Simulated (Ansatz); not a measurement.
# TiO2: the cost of one run

Program: Ansatz 0.2.0. Level of theory: reference: DFT, PBEsol, plane waves, PAW. These are calculated values, not measurements.

## Step 1: Starting point

Symmetry: I4_1/amd, No. 141, tetragonal system. Conventional cell: a = 3.778 Å, b = 3.778 Å, c = 9.584 Å, α = 90.00°, β = 90.00°, γ = 90.00°. Ti (site symmetry -4m2) is surrounded by 6 O at 1.93 to 1.99 Å. Around O (site symmetry 2mm) lie 3 Ti at 1.93 to 1.99 Å.

Structure file:

```cif
data_structure
_symmetry_space_group_name_H-M 'P 1'
_symmetry_Int_Tables_number 1
_cell_length_a 3.7778
_cell_length_b 3.7778
_cell_length_c 5.4863
_cell_angle_alpha 110.138
_cell_angle_beta 110.138
_cell_angle_gamma 90.000
_cell_volume 68.39
loop_
_atom_site_label
_atom_site_type_symbol
_atom_site_fract_x
_atom_site_fract_y
_atom_site_fract_z
_atom_site_occupancy
Ti1 Ti 0.12501 0.87499 0.25000 1
Ti2 Ti 0.87499 0.12501 0.75000 1
O1 O 0.33225 0.08226 0.66451 1
O2 O 0.66775 0.91774 0.33549 1
O3 O 0.91774 0.66775 0.83549 1
O4 O 0.08226 0.33225 0.16451 1
```

## Step 2: Reference

The input, input.yaml:

```yaml
crystal:
  lattice:
    - [2.6712058798, -2.6712807098, -0.0199768479]
    - [2.6712058798, 2.6712807098, -0.0199768479]
    - [-2.6352899486, 0.0, 4.8119333815]
  atoms:
    - { symbol: Ti, position: [0.1250075032, 0.8749924968, 0.25] }
    - { symbol: Ti, position: [0.8749924968, 0.1250075032, 0.75] }
    - { symbol: O, position: [0.3322533869, 0.0822599343, 0.6645088159] }
    - { symbol: O, position: [0.6677466131, 0.9177400657, 0.3354911841] }
    - { symbol: O, position: [0.9177400657, 0.6677466131, 0.8354911841] }
    - { symbol: O, position: [0.0822599343, 0.3322533869, 0.1645088159] }
kpoints:
  mp_grid: { grid: [6, 6, 6] }
hamiltonian:
  xc: pbesol
scf:
  occupations: { method: fixed }
  n_extra_bands: 5
output:
  forces: true
  stress: true
  eigenvalues: true
```

Command:

```console
$ ansatz run input.yaml --threads 4 --pin off --max-ram 4608MiB --backend cpu --events-out ev --progress --plain --runs-dir out
```

What time and memory should one allow on 4 threads of Arm Neoverse N1, shared host?

About 3.6 s, with a peak of 0.42 GiB.
